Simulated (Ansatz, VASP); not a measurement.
# ZnO: VASP beside Ansatz

```
Zn O
1.0
     3.16816    0.00000    0.00000
    -1.58408    2.74371    0.00000
     0.00000    0.00000    4.94361
Zn O
2 2
Cartesian
  0.0000 1.8291 0.0000
  1.5841 0.9146 2.4718
  0.0000 1.8291 1.8890
  1.5841 0.9146 4.3608
```

Change from the starting cell: strain -0.025 along x and y, -0.050 along z, atoms carried along.

Alike in both runs: task single point; functional PBEsol; k mesh 9 × 9 × 6; occupations gaussian, width 0.05 eV; no spin polarisation.

|  | VASP | Ansatz |
| --- | --- | --- |
| version | VASP 6.6.1 | Ansatz 0.2.0 |
| potentials or method | VASP PAW PBE potentials, release 64 (Zn, O) | scalar-relativistic, plane waves, PAW |
| plane-wave cutoff (eV) | 520 | 420 |
| valence electrons in the cell | 36 | 36 |

Ansatz gave:

```
gap on the k mesh at the Fermi level (eV)       : 0.88
least direct gap on the mesh (eV)               : 0.88
pressure (GPa)                                  : 16.4
largest component of the traceless stress (GPa) : 5.52
rms of the force components (eV/Å)              : 0.203
```

**Question.** Estimate VASP's values.

**Answer.** gap on the k mesh at the Fermi level (eV): 0.87; least direct gap on the mesh (eV): 0.87; pressure (GPa): 18.0; largest component of the traceless stress (GPa): 5.72; rms of the force components (eV/Å): 0.213.

Atom by atom the forces differ by 0.011 eV/Å (rms over components).

Caveats: so large a pressure means that the cell lies far from this level's equilibrium, or that cutoff or potentials fall short (VASP); the potentials were made for another functional, which shifts forces and pressure (VASP).
